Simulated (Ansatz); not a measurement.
BaSnO3 (cubic perovskite)

```
CELL_PARAMETERS angstrom
      4.13132     0.00000     0.00000
      0.00000     4.13132     0.00000
      0.00000     0.00000     4.13132
ATOMIC_POSITIONS crystal
  Ba 0.00000 0.00000 0.00000
  Sn 0.50000 0.50000 0.50000
  O  0.00000 0.50000 0.50000
  O  0.50000 0.50000 0.00000
  O  0.50000 0.00000 0.50000
```

Equation-of-state scan: isotropic scaling of the cell above, V₀ being its volume. Symmetry pins the atoms to their sites.

Calculation: r2SCAN (plane waves to 500 eV, PAW, scalar-relativistic; Ansatz, a first-principles code). k mesh 9×9×9 (Γ-centred), Fermi-Dirac smearing 0.05 eV. Energies are smeared free energies. BaSnO3 was relaxed with its symmetry unable to fall. ΔE is measured from the relaxed starting cell.

**Question.** What ΔE (meV/atom) does the calculation give at V/V₀ = 0.940, 0.985, 1.015, 1.030, 1.060?

**Answer.** 
```json
[
 {"V/V₀": "0.940", "ΔE (meV/atom)": "28.2"},
 {"V/V₀": "0.985", "ΔE (meV/atom)": "1.6"},
 {"V/V₀": "1.015", "ΔE (meV/atom)": "1.5"},
 {"V/V₀": "1.030", "ΔE (meV/atom)": "5.9"},
 {"V/V₀": "1.060", "ΔE (meV/atom)": "22.4"}
]
```

(Under strain, the slope of the energy per volume gives the stress and its curvature an elastic modulus.)
